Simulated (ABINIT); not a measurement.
**Converging GW for AlN (F-43m) in ABINIT**

Aim: raise bands and screening cutoff together for AlN (F-43m) and follow gap and time.

Method: PBE and many-body steps on it, plane waves, in ABINIT 10.8.3.

## 1. The starting structure

The structure is cubic, space group F-43m (No. 216). Conventional cell: a = 4.368 Å, b = 4.368 Å, c = 4.368 Å, α = 90.00°, β = 90.00°, γ = 90.00°. Al has 4 N at 1.89 Å nearest. N has 4 Al at 1.89 Å nearest. Farther neighbours and most contacts between anions are not listed.

As a file:

```cif
data_structure
_symmetry_space_group_name_H-M 'P 1'
_symmetry_Int_Tables_number 1
_cell_length_a 3.0886
_cell_length_b 3.0886
_cell_length_c 3.0886
_cell_angle_alpha 60.000
_cell_angle_beta 60.000
_cell_angle_gamma 60.000
_cell_volume 20.83
loop_
_atom_site_label
_atom_site_type_symbol
_atom_site_fract_x
_atom_site_fract_y
_atom_site_fract_z
_atom_site_occupancy
Al1 Al 0.00000 0.00000 0.00000 1
N2 N 0.75000 0.75000 0.75000 1
```

The cell and positions are those that the Materials Project relaxed with its own functionals (PBE, PBE+U or r2SCAN), kept fixed. This is not the form that AlN usually takes at ambient conditions.

## 2. Empty states on the mesh, 6×6×6 mesh, 540 bands

This step: ABINIT 10.8.3; DFT, PBE, plane waves, norm-conserving pseudopotentials.

The sums over transitions need many empty states on a uniform mesh; this step solves for them.

The input, run.abi:

```
acell 3*1.0 Angstrom
rprim 
  -0.000000000000 2.183993559600 2.183993559600
  2.183993559600 -0.000000000000 2.183993559600
  2.183993559600 2.183993559600 -0.000000000000
ntypat 2
znucl 13 7
natom 2
typat 1 2
xred 
  0.000000000000 0.000000000000 0.000000000000
  0.750000000000 0.750000000000 0.750000000000
pp_dirpath "pseudos"
pseudos "Al.upf, N.upf"
ecut 36
ngkpt 6 6 6
nshiftk 1
shiftk 0 0 0
kptopt 1
chksymbreak 0
irdden 1
istwfk *1
nband 540
prtvol 0
optdriver 6
gwr_task "HDIAGO"
paral_kgb 0
occopt 1
indata_prefix "in"
outdata_prefix "out"
tmpdata_prefix "tmp"
```

Run with:

```console
> OMP_NUM_THREADS=1 mpirun -n 8 abinit run.abi > log
```

Log:

```text
.Version 10.8.3 of ABINIT. v10.8.2 released Aug 2026.

 Symmetries : space group F-4 3 m (#216); Bravais cF (face-center cubic)
[... echo of the input left out ...]
== DATASET  1 ==================================================================
-   mpi_nproc: 8, omp_nthreads: 1 (-1 if OMP is not activated)

--- !DatasetInfo
iteration_state: {dtset: 1, }
dimensions: {natom: 2, nkpt: 16, mband: 540, nsppol: 1, nspinor: 1, nspden: 1, mpw: 1464, }
cutoff_energies: {ecut:  36.0, pawecutdg:  -1.0, }
[...]
Indirect band gap semiconductor
 Fundamental gap:     3.325 (eV)
   VBM:     5.159 (eV) at k: [ 0.0000E+00,  0.0000E+00,  0.0000E+00]
   CBM:     8.483 (eV) at k: [ 5.0000E-01,  5.0000E-01,  0.0000E+00]
 Direct gap:         4.192 (eV) at k: [ 0.0000E+00,  0.0000E+00,  0.0000E+00]

== END DATASET(S) ==============================================================
================================================================================

 -outvars: echo values of variables after computation  --------
           etotal      0.0000000000E+00
            nband         540
             nkpt          16
          spgroup         216
 [... the other variables as echoed above ...]

 Calculation completed.
```

Run time: 7.7 s. Hardware: 8 MPI ranks of Arm Neoverse V2, shared host; peak memory 1.4 GiB.

Numbers from this step:

* gap: 3.325 eV
* k of the valence top: 0, 0, 0
* k of the conduction bottom: 0.5, 0.5, 0
* least direct gap: 4.192 eV
* k points computed: 16
* lowest point of the top converged band, above the valence top: 481.7249 eV

On this mesh the gap is 3.325 eV.

The density comes from a self-consistent run that is not shown.

## 3. Screening, 6×6×6 mesh, 108 bands, screening to 203.5 eV

The RPA dielectric matrix is built and inverted for each q.

This step: RPA screening on PBE, plane waves, norm-conserving pseudopotentials.

Changes to run.abi since step 2:

```diff
@@ -20,10 +20,11 @@
 chksymbreak 0
-irdden 1
 istwfk *1
-nband 540
-prtvol 0
-optdriver 6
-gwr_task "HDIAGO"
-paral_kgb 0
 occopt 1
+irdwfk 1
+optdriver 3
+nband 108
+ecuteps 7.48
+inclvkb 2
+awtr 1
+symchi 1
 indata_prefix "in"
```

Log:

```text
.Version 10.8.3 of ABINIT. v10.8.2 released Aug 2026.

 Symmetries : space group F-4 3 m (#216); Bravais cF (face-center cubic)
[... echo of the input left out ...]
== DATASET  1 ==================================================================
-   mpi_nproc: 8, omp_nthreads: 1 (-1 if OMP is not activated)

--- !DatasetInfo
iteration_state: {dtset: 1, }
dimensions: {natom: 2, nkpt: 16, mband: 108, nsppol: 1, nspinor: 1, nspden: 1, mpw: 1464, }
cutoff_energies: {ecut:  36.0, pawecutdg:  -1.0, }
electrons: {nelect:   8.00000000E+00, charge:   0.00000000E+00, occopt:   1.00000000E+00, tsmear:   1.00000000E-02, }

 SCREENING: Calculation of the susceptibility and dielectric matrices

 Based on a program developped by R.W. Godby, V. Olevano, G. Onida, and L. Reining.
 Incorporated in ABINIT by V. Olevano, G.-M. Rignanese, and M. Torrent.
.Using double precision arithmetic ; gwpc =  8

[... cell and pseudopotentials left out ...]
--------------------------------------------------------------------------------

 ==== K-mesh for the wavefunctions ====
 Number of points in the irreducible wedge :    16
[... list of points left out ...]
 Together with 24 symmetry operations and time-reversal symmetry
 yields   216 points in the full Brillouin Zone.

 ==== Q-mesh for the screening function ====
 Number of points in the irreducible wedge :    16
[... list of points left out ...]
 Together with 24 symmetry operations and time-reversal symmetry
 yields   216 points in the full Brillouin Zone.

 setmesh: FFT mesh size selected  =    24x   24x   24
          total number of points  =        13824

 vcoul_init : cutoff-mode = AUXILIARY_FUNCTION
 q-points for optical limit:   1
     1)      0.000010    0.000020    0.000030

- screening: taking advantage of time-reversal symmetry
- Maximum band index for partially occupied states nbvw = 4
- Remaining bands to be divided among processors   nbcw = 104
- Number of bands treated by each node ~13

 Number of electrons calculated from density =    8.0000; Expected =    8.0000
 average of density, n =  0.056900
 r_s =    1.6129
 omega_plasma =   23.0097 [eV]

 calculating chi0 at frequencies [eV] :
  1    0.000000E+00    0.000000E+00
  2    0.000000E+00    2.300966E+01

--------------------------------------------------------------------------------
  q-point number  1        q = ( 0.000000, 0.000000, 0.000000) [r.l.u.]
--------------------------------------------------------------------------------
[... chi0 elements left out ...]
 For q-point:  0.000010 0.000020 0.000030
  dielectric constant =   4.3508
  dielectric constant without local fields =   4.7912

  Average fulfillment of the sum rule on Im[epsilon] for q-point    1 :     90.36  [%]
[... wings left out ...]
  q-point number  2        q = ( 0.166667, 0.000000, 0.000000) [r.l.u.]
--------------------------------------------------------------------------------
[... chi0 elements left out ...]
  Average fulfillment of the sum rule on Im[epsilon] for q-point    2 :     96.28  [%]

 [... 14 further q-points ...]
```

Run time: 19 s. Hardware: 8 MPI ranks; peak memory 1.1 GiB.

This step gave:

```
ε∞ with local fields, on this mesh, along the program's q direction : 4.351
the same without local fields                                       : 4.791
plasma frequency                                                    : 23.01 eV
plane waves in the screening matrix                                 : 137
```

Local fields lower ε∞ by 9 %.

## 4. 108 bands, 203.5 eV

The self-energy is evaluated for the states that the input lists, and the levels follow from it, in one-shot runs by the linearised quasiparticle equation.

This step: G0W0 on PBE, plane waves, norm-conserving pseudopotentials.

Changes to run.abi since step 3:

```diff
@@ -23,8 +23,19 @@
 irdwfk 1
-optdriver 3
+optdriver 4
 nband 108
+gwcalctyp 0
+ecutsigx 36
+symsigma 1
+nkptgw 3
+kptgw 
+  0.0000000000 0.0000000000 0.0000000000
+  0.5000000000 0.5000000000 0.0000000000
+  0.5000000000 0.0000000000 0.0000000000
+bdgw 
+  2 8
+  3 6
+  3 6
 ecuteps 7.48
-inclvkb 2
-awtr 1
-symchi 1
+irdscr 1
+ppmodel 1
 indata_prefix "in"
```

Log:

```text
.Version 10.8.3 of ABINIT. v10.8.2 released Aug 2026.

 Symmetries : space group F-4 3 m (#216); Bravais cF (face-center cubic)
[... echo of the input left out ...]
== DATASET  1 ==================================================================
-   mpi_nproc: 8, omp_nthreads: 1 (-1 if OMP is not activated)

--- !DatasetInfo
iteration_state: {dtset: 1, }
dimensions: {natom: 2, nkpt: 16, mband: 108, nsppol: 1, nspinor: 1, nspden: 1, mpw: 1464, }
cutoff_energies: {ecut:  36.0, pawecutdg:  -1.0, }
electrons: {nelect:   8.00000000E+00, charge:   0.00000000E+00, occopt:   1.00000000E+00, tsmear:   1.00000000E-02, }

 SIGMA: Calculation of the GW corrections

 Based on a program developped by R.W. Godby, V. Olevano, G. Onida, and L. Reining.
 Incorporated in ABINIT by V. Olevano, G.-M. Rignanese, and M. Torrent.
.Using double precision arithmetic ; gwpc =  8

[... cell and pseudopotentials left out ...]
--------------------------------------------------------------------------------

 ==== K-mesh for the wavefunctions ====
 Number of points in the irreducible wedge :    16
[... list of points left out ...]
 Together with 24 symmetry operations and time-reversal symmetry
 yields   216 points in the full Brillouin Zone.

 ==== Q-mesh for screening function ====
 Number of points in the irreducible wedge :    16
[... list of points left out ...]
 Together with 24 symmetry operations and time-reversal symmetry
 yields   216 points in the full Brillouin Zone.

 vcoul_init : cutoff-mode = AUXILIARY_FUNCTION
 q-points for optical limit:   1
     1)      0.000010    0.000020    0.000030
 setmesh: FFT mesh size selected  =    32x   32x   32
          total number of points  =        32768

 Number of electrons calculated from density =    8.0000; Expected =    8.0000
 average of density, n =  0.056900
 r_s =    1.6129
 omega_plasma =   23.0097 [eV]

 === KS Band Gaps ===
  >>>> For spin  1
   Minimum direct gap =   4.1921 [eV], located at k-point      :   0.0000  0.0000  0.0000
   Fundamental gap    =   3.3248 [eV], Top of valence bands at :   0.0000  0.0000  0.0000
                                       Bottom of conduction at :   0.5000  0.5000  0.0000
 SIGMA fundamental parameters:
 PLASMON POLE MODEL  1
 number of plane-waves for SigmaX                 1459
 number of plane-waves for SigmaC and W            137
 number of plane-waves for wavefunctions          1459
 number of bands                                   108
 number of independent spin polarizations            1
 number of spinorial components                      1
 number of k-points in IBZ                          16
 number of q-points in IBZ                          16
 number of symmetry operations                      24
 number of k-points in BZ                          216
 number of q-points in BZ                          216
 number of frequencies for dSigma/dE                 9
 frequency step for dSigma/dE [eV]                0.25
 number of omega for Sigma on real axis              0
 max omega for Sigma on real axis  [eV]           0.00
 zcut for avoiding poles [eV]                     0.10

 EPSILON^-1 parameters (SCR file):
 dimension of the eps^-1 matrix on file            137
 dimension of the eps^-1 matrix used               137
 number of plane-waves for wavefunctions          1459
 number of bands                                   108
 number of q-points in IBZ                          16
 number of frequencies                               2
 number of real frequencies                          1
 number of imag frequencies                          1

 matrix elements of self-energy operator (all in [eV])

 Perturbative Calculation

--- !SelfEnergy_ee
iteration_state: {dtset: 1, }
kpoint     : [   0.000,    0.000,    0.000, ]
spin       : 1
KS_gap     :    4.192
QP_gap     :    5.592
Delta_QP_KS:    1.400
data: !SigmaeeData |
     Band     E0 <VxcDFT>   SigX SigC(E0)      Z dSigC/dE  Sig(E)    E-E0       E
        2   5.159 -16.959 -20.996   2.957   0.786  -0.273 -17.808  -0.848   4.310
        3   5.159 -16.959 -20.996   2.957   0.786  -0.273 -17.808  -0.848   4.310
        4   5.159 -16.959 -20.996   2.957   0.786  -0.273 -17.808  -0.848   4.310
        5   9.351 -12.531  -8.056  -3.800   0.816  -0.226 -11.980   0.551   9.902
        6  17.748  -9.892  -4.092  -5.078   0.815  -0.227  -9.303   0.588  18.336
        7  17.748  -9.892  -4.092  -5.078   0.815  -0.227  -9.303   0.588  18.336
[...]
--- !SelfEnergy_ee
iteration_state: {dtset: 1, }
kpoint     : [   0.500,    0.500,    0.000, ]
spin       : 1
KS_gap     :    5.100
QP_gap     :    6.585
Delta_QP_KS:    1.485
data: !SigmaeeData |
     Band     E0 <VxcDFT>   SigX SigC(E0)      Z dSigC/dE  Sig(E)    E-E0       E
[...]
--- !SelfEnergy_ee
iteration_state: {dtset: 1, }
kpoint     : [   0.500,    0.000,    0.000, ]
spin       : 1
KS_gap     :    7.872
QP_gap     :    9.409
Delta_QP_KS:    1.537
data: !SigmaeeData |
     Band     E0 <VxcDFT>   SigX SigC(E0)      Z dSigC/dE  Sig(E)    E-E0       E
[...]
4   4.678 -16.600 -20.861   3.070   0.785  -0.274 -17.534  -0.934   3.745
        5  12.551 -11.009  -5.874  -4.403   0.824  -0.213 -10.406   0.603  13.154
        6  15.004 -13.282  -6.773  -5.211   0.784  -0.276 -12.264   1.018  16.022

== END DATASET(S) ==============================================================
================================================================================

 -outvars: echo values of variables after computation  --------
           etotal      0.0000000000E+00
            nband         108
             nkpt          16
          spgroup         216
 [... the other variables as echoed above ...]

 Calculation completed.
```

Run time: 6.3 s. Hardware: 8 MPI ranks; peak memory 1.2 GiB.

Numbers from this step:

| Quantity | Value |
| --- | --- |
| G0W0 gap on the points computed | 4.519 eV |
| starting gap on the mesh | 3.325 eV |
| k of the valence top | 0, 0, 0 |
| k of the conduction bottom | 0.5, 0.5, 0 |
| Z at the valence top | 0.786 |
| Z at the conduction bottom | 0.835 |
| least direct G0W0 gap on the computed points | 5.592 eV |

The gap on the mesh goes from 3.32 eV to 4.52 eV, a correction of +1.19 eV.

## 5. Screening, 6×6×6 mesh, 163 bands, screening to 269.4 eV

This step: RPA screening on PBE, plane waves, norm-conserving pseudopotentials.

Changes to run.abi since step 4:

```diff
@@ -23,19 +23,8 @@
 irdwfk 1
-optdriver 4
-nband 108
-gwcalctyp 0
-ecutsigx 36
-symsigma 1
-nkptgw 3
-kptgw 
-  0.0000000000 0.0000000000 0.0000000000
-  0.5000000000 0.5000000000 0.0000000000
-  0.5000000000 0.0000000000 0.0000000000
-bdgw 
-  2 8
-  3 6
-  3 6
-ecuteps 7.48
-irdscr 1
-ppmodel 1
+optdriver 3
+nband 163
+ecuteps 9.9
+inclvkb 2
+awtr 1
+symchi 1
 indata_prefix "in"
```

Log:

```text
.Version 10.8.3 of ABINIT. v10.8.2 released Aug 2026.

 Symmetries : space group F-4 3 m (#216); Bravais cF (face-center cubic)
[... echo of the input left out ...]
== DATASET  1 ==================================================================
-   mpi_nproc: 8, omp_nthreads: 1 (-1 if OMP is not activated)

--- !DatasetInfo
iteration_state: {dtset: 1, }
dimensions: {natom: 2, nkpt: 16, mband: 163, nsppol: 1, nspinor: 1, nspden: 1, mpw: 1464, }
cutoff_energies: {ecut:  36.0, pawecutdg:  -1.0, }
electrons: {nelect:   8.00000000E+00, charge:   0.00000000E+00, occopt:   1.00000000E+00, tsmear:   1.00000000E-02, }

 SCREENING: Calculation of the susceptibility and dielectric matrices

 Based on a program developped by R.W. Godby, V. Olevano, G. Onida, and L. Reining.
 Incorporated in ABINIT by V. Olevano, G.-M. Rignanese, and M. Torrent.
.Using double precision arithmetic ; gwpc =  8

[... cell and pseudopotentials left out ...]
--------------------------------------------------------------------------------

 ==== K-mesh for the wavefunctions ====
 Number of points in the irreducible wedge :    16
[... list of points left out ...]
 Together with 24 symmetry operations and time-reversal symmetry
 yields   216 points in the full Brillouin Zone.

 ==== Q-mesh for the screening function ====
 Number of points in the irreducible wedge :    16
[... list of points left out ...]
 Together with 24 symmetry operations and time-reversal symmetry
 yields   216 points in the full Brillouin Zone.

 setmesh: FFT mesh size selected  =    24x   24x   24
          total number of points  =        13824

 vcoul_init : cutoff-mode = AUXILIARY_FUNCTION
 q-points for optical limit:   1
     1)      0.000010    0.000020    0.000030

- screening: taking advantage of time-reversal symmetry
- Maximum band index for partially occupied states nbvw = 4
- Remaining bands to be divided among processors   nbcw = 159
- Number of bands treated by each node ~19

 Number of electrons calculated from density =    8.0000; Expected =    8.0000
 average of density, n =  0.056900
 r_s =    1.6129
 omega_plasma =   23.0097 [eV]

 calculating chi0 at frequencies [eV] :
  1    0.000000E+00    0.000000E+00
  2    0.000000E+00    2.300966E+01

--------------------------------------------------------------------------------
  q-point number  1        q = ( 0.000000, 0.000000, 0.000000) [r.l.u.]
--------------------------------------------------------------------------------
[... chi0 elements left out ...]
 For q-point:  0.000010 0.000020 0.000030
  dielectric constant =   4.3492
  dielectric constant without local fields =   4.7915

  Average fulfillment of the sum rule on Im[epsilon] for q-point    1 :     94.59  [%]
[... wings left out ...]
  q-point number  2        q = ( 0.166667, 0.000000, 0.000000) [r.l.u.]
--------------------------------------------------------------------------------
[... chi0 elements left out ...]
  Average fulfillment of the sum rule on Im[epsilon] for q-point    2 :     98.10  [%]

 [... 14 further q-points ...]
```

Wall time 32 s (8 MPI ranks); peak memory 1.5 GiB; 4.3 min of CPU time.

This step gave:

* ε∞ with local fields, on this mesh, along the program's q direction: 4.349
* the same without local fields: 4.792
* plasma frequency: 23.01 eV
* plane waves in the screening matrix: 181

(Continued in part 2 of 2.)

[Paths, hosts, dates, memory and timing lines, banners, echoed tables and standing remarks are left out of the program output.]

[Logs are printed without paths, hosts, clocks, repeated set-up lines and the standing remarks that a program may print on its own settings, such as how far it seeks lower states.]

[Runs of the session that timed out or met a known fault of the program may be left out.]

[Hosts, paths, dates, database ids (printed as entryN), source tags and the programs' standing remarks are cut or masked in the printed files.]

[G0W0 gaps are taken among the corrected bands and points alone; a level outside them can change the order at an edge.]

[Where Ansatz stands beside ABINIT at settings called matched, ABINIT's density can come from a denser mesh and the files from another edition; pairs whose starting gaps differed by over 0.03 eV were left out, so agreement reads better than it is.]
